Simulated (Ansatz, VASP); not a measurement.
## Rb in VASP and in Ansatz

File INCAR:

```
SYSTEM = Rb
ALGO = Normal
EDIFF = 1E-7
ENCUT = 520
GGA = PE
ISIF = 2
ISMEAR = -1
LASPH = .TRUE.
LCHARG = .FALSE.
LREAL = .FALSE.
LWAVE = .FALSE.
NBANDS = 26
NELM = 80
PREC = Accurate
SIGMA = 0.05
```

The input KPOINTS:

```
k-points
0
G
  5 6 3
  0 0 0
```

POSCAR

```
Rb
1.0
    5.7780143529      0.0000000000      0.0000000000
    0.0000000000      4.6707293724      0.0000000000
    0.0000000000      0.0000000000     12.4619891444
Rb
4
Direct
    0.9530000000      0.7500000000      0.1070000000
    0.5470000000      0.2500000000      0.6070000000
    0.4530000000      0.7500000000      0.3930000000
    0.0470000000      0.2500000000      0.8930000000
```

Contents of input.yaml:

```yaml
crystal:
  lattice:
    - [5.7780143529, 0.0, 0.0]
    - [0.0, 4.6707293724, 0.0]
    - [0.0, 0.0, 12.4619891444]
  atoms:
    - { symbol: Rb, position: [0.953, 0.75, 0.107] }
    - { symbol: Rb, position: [0.547, 0.25, 0.607] }
    - { symbol: Rb, position: [0.453, 0.75, 0.393] }
    - { symbol: Rb, position: [0.047, 0.25, 0.893] }
hamiltonian:
  xc: pbe
  pseudopotentials: { kind: paw }
kpoints:
  mp_grid: { grid: [5, 6, 3] }
scf:
  occupations: { method: fermi_dirac, width: 0.05 }
output:
  forces: true
  stress: true
  eigenvalues: true
```

Change from the starting cell: volume scaled by 1.02.

Alike in both runs: task single point; functional PBE; k mesh 5 × 6 × 3; occupations fermi-dirac, width 0.05 eV; no spin polarisation.

|  | VASP | Ansatz |
| --- | --- | --- |
| version | VASP 6.6.1 | Ansatz 0.2.0 |
| potentials or method | VASP PAW PBE potentials, release 64 (Rb_sv) | Ansatz PAW |
| plane-wave cutoff (eV) | 520 | 420 |
| valence electrons in the cell | 36 | 36 |

Ansatz gave:

```
gap on the k mesh at the Fermi level (eV)       : none
pressure (GPa)                                  : 1.0
largest component of the traceless stress (GPa) : 1.56
rms of the force components (eV/Å)              : 0.430
```

What did VASP give for the same quantities?

gap on the k mesh at the Fermi level (eV): none; pressure (GPa): 1.0; largest component of the traceless stress (GPa): 1.56; rms of the force components (eV/Å): 0.431.

Atom by atom the forces differ by 0.001 eV/Å (rms over components). A gap of «none» marks a metal or a gap that the smearing closes. With one functional, cell and mesh, what is left measures potentials, basis and numerics.
